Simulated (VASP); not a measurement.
Sc: density of states with PBEsol+D4+U

Sc:

```xyz
1
Lattice="0.0000 2.0980 2.0980 2.0980 0.0000 2.0980 2.0980 2.0980 0.0000" Properties=species:S:1:pos:R:3 pbc="T T T"
Sc    0.0000    0.0000    0.0000
```

This isn't the form of Sc at room conditions, which is hcp.

```yaml
Program: VASP 6.6.1
Task: density of states
Functional: PBEsol
Dispersion: D4
Potentials_or_basis: VASP PAW PBE potentials, release 64 (Sc_sv)
Cutoff: 520 eV
k_mesh: 10 × 10 × 10
Occupations: fermi-dirac, width 0.15 eV
Spin: no spin polarisation
Hubbard_terms: Sc d U = 5.3 eV
Dipole_correction: no
k_mesh_for_the_DOS: 15 × 15 × 15
Occupations_for_the_DOS: tetrahedron
Further_INCAR_settings: ALGO = Normal; EDIFF = 1e-07; NBANDS = 12
```

```json
{
  "Valence electrons inside the program's atomic spheres": "Sc 9.56",
  "Dispersion energy per atom": "-0.206 eV"
}
```

Levels at points of the mesh, in eV from the Fermi level:
```csv
k point,band 3,band 4,band 5,band 6,band 7,band 8
"(0.00, 0.00, 0.00)",-28.19,-28.19,-6.54,2.51,2.51,2.51
```

States per cell in windows of 1 eV (zero at the Fermi level; states under -8 eV left out):
```tsv
from (eV)	total	Sc1_d	Sc1_p	Sc1_s
-8.0	0.00	0.00	0.00	0.00
-7.0	0.02	0.00	0.00	0.01
-6.0	0.10	0.00	0.01	0.04
-5.0	0.17	0.00	0.02	0.06
-4.0	0.26	0.02	0.03	0.08
-3.0	0.50	0.10	0.05	0.10
-2.0	0.80	0.27	0.08	0.09
-1.0	1.16	0.56	0.12	0.02
0.0	1.22	0.63	0.14	0.01
1.0	1.24	0.71	0.12	0.02
2.0	0.97	0.76	0.01	0.00
3.0	1.27	1.01	0.03	0.01
4.0	1.10	0.91	0.03	0.00
5.0	1.68	1.50	0.03	0.00
6.0	0.92	0.80	0.04	0.01
7.0	0.53	0.35	0.07	0.03
```

Eigenvalues of the final occupation matrices:
```csv
site,spin,trace,eigenvalues
site 1 d,1,0.48,0.09 0.09 0.10 0.10 0.10
site 1 d,2,0.48,0.09 0.09 0.10 0.10 0.10
```

It took 32 s on 1 thread of Intel(R) Xeon(R) Platinum 8175M CPU @ 2.50GHz (Skylake/Cascade Lake), on a shared host, peak memory 0.15 GiB.

Caveat: U without spin polarisation on a metal has little footing; the U is typed as a test and isn't derived for this compound.
